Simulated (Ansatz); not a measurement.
**Ta2C: biaxial strain in the a-b plane**

An exercise on one series of results from a longer session: the logs are not shown, and one member is left open.

Method: DFT PBEsol, scalar-relativistic, plane waves, PAW, in Ansatz 0.2.0.

2 further runs of the same task are left out: 2 set aside as unsound or not needed.

**The structure to begin with**

The structure is trigonal, space group P-3m1 (No. 164). Conventional cell: a = 3.095 Å, b = 3.095 Å, c = 4.921 Å, α = 90.00°, β = 90.00°, γ = 120.00°. Around Ta (site symmetry 3m) lie 3 C at 2.18 Å. C (site symmetry -3m) has 6 Ta at 2.18 Å as nearest neighbours.

Structure file:

```cif
data_structure
_symmetry_space_group_name_H-M 'P 1'
_symmetry_Int_Tables_number 1
_cell_length_a 3.0953
_cell_length_b 3.0953
_cell_length_c 4.9211
_cell_angle_alpha 90.000
_cell_angle_beta 90.000
_cell_angle_gamma 120.000
_cell_volume 40.83
loop_
_atom_site_label
_atom_site_type_symbol
_atom_site_fract_x
_atom_site_fract_y
_atom_site_fract_z
_atom_site_occupancy
Ta1 Ta 0.33333 0.66667 0.25288 1
Ta2 Ta 0.66667 0.33333 0.74712 1
C1 C 0.00000 0.00000 0.00000 1
```

It is the result of an earlier relaxation at this level (volume 13.61 Å³/atom; gap on the mesh: none (metal)).

The first run:

input.yaml reads:

```yaml
crystal:
  lattice:
    - [3.0953006965, 0.0, 0.0]
    - [-1.5476503483, 2.6806090356, 0.0]
    - [0.0, 0.0, 4.9210802952]
  atoms:
    - { symbol: Ta, position: [0.3333333333, 0.6666666667, 0.2528761937] }
    - { symbol: Ta, position: [0.6666666667, 0.3333333333, 0.7471238063] }
    - { symbol: C, position: [0.0, 0.0, 0.0] }
basis:
  ecutwfc: 420
kpoints:
  mp_grid: { grid: [18, 18, 10] }
hamiltonian:
  xc: pbesol
scf:
  occupations: { method: gaussian, width: 0.1 }
output:
  forces: true
  stress: true
  eigenvalues: true
```

Launch:

```sh
> ansatz run input.yaml --threads 1 --pin off --max-ram 2560MiB --backend cpu --events-out ev --progress --plain --runs-dir out
```

Among the steps run: The unstrained reference; At -1.0 %; The cell strained by +1.0 %; Strain -2.0 %; The cell strained by +2.0 %; Strain -3.0 %; At +3.0 %.

One of the session's tables, all rows but one given; the rest of the session is left out.

Lengths are those of the vectors of the cell that was run; stresses in GPa:

```
strain (%)  ΔE (meV/atom)  a (Å)  b (Å)  c (Å)
      -3.0           46.9  3.002  3.002  5.009
      -2.0           20.3  3.033  3.033  4.979
      -1.0              ?      ?      ?      ?
      +0.0            0.0  3.095  3.095  4.921
      +1.0            4.9  3.126  3.126  4.894
      +2.0           18.9  3.157  3.157  4.866
      +3.0           41.3  3.188  3.188  4.839
```

Estimate the missing values for strain (%) = -1.0.

Worked estimate for «ΔE (meV/atom)». A straight line through the neighbours (-2.0, 20.3) and (0.0, 0.0) gives 20.3 + (0.0 − 20.3) × (-1.0 + 2.0) / (0.0 + 2.0) = 10.2; a parabola fitted to 4 rows on both sides gives 4.9.

The run gave: ΔE (meV/atom): 4.9; a (Å): 3.064; b (Å): 3.064; c (Å): 4.950. In «ΔE (meV/atom)» the line misses by +5.3 and the parabola by 0.0.

ΔE is over the unstrained cell. Stress in GPa, positive in compression, on the Cartesian axes of the input. 
